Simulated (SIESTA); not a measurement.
The system is W.

```
W
1.0
     0.00000    2.03000    2.03000
     2.03000    0.00000    2.03000
     2.03000    2.03000    0.00000
W
1
Cartesian
  0.0000 0.0000 0.0000
```

This isn't the form of W at room conditions, which is bcc.

Base run:

- Program: SIESTA 5.4.2
- Functional: PBEsol
- Potentials or basis: PseudoDojo 0.4 standard (PBEsol files)
- Basis: TZDP (energy shift 0.003 Ry; two zetas on semicore shells)
- Grid cutoff: 800 Ry
- Energy shift: 0.003 Ry
- k mesh: 11 × 11 × 11
- Occupations: fermi-dirac, width 0.05 eV
- Spin: no spin polarisation

Its results: band gap on the k mesh none (metal or under the smearing width); pressure -10.1 GPa.

Q: The run is repeated on the same cell with these changes: basis from TZDP (energy shift 0.003 Ry; two zetas on semicore shells) to SZP (energy shift 0.003 Ry). What comes out?

A: Band gap on the k mesh none (metal or under the smearing width); pressure -6.6 GPa.

Caveats: short orbitals over semicore shells can move pressures by several GPa; spin-orbit coupling is left out, which moves the levels of the heavy elements; the basis of atomic orbitals isn't converged, which shifts pressures, moduli and gaps.
